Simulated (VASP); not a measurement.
Crystal: CdTe.

```
Te Cd
1.0
     0.00000    3.20500    3.20500
     3.20500    0.00000    3.20500
     3.20500    3.20500    0.00000
Te Cd
1 1
Direct
  0.75000 0.75000 0.75000
  0.00000 0.00000 0.00000
```

Program: VASP 6.6.1. Alike in all runs: task band structure; spin SOC, no magnetisation; cell as given; k mesh 6 × 6 × 6; cutoff (eV) 520; smearing gaussian 0.02 eV. Hardware: 2 MPI ranks on Intel(R) Xeon(R) 6975P-C (Granite Rapids) (shared host).

Q: Order these runs on this cell by their wall time, lowest first.
A. level TB-mBJ; potentials or basis VASP PAW PBE potentials, release 64 (Te, Cd)
B. level LDA; potentials or basis VASP PAW LDA potentials, release 64 (Te, Cd)
C. level r2SCAN; potentials or basis VASP PAW PBE potentials, release 64 (Te, Cd)

A: B (78 s), A (190 s), C (400 s).

Runs at the PBE level aren't shown here.
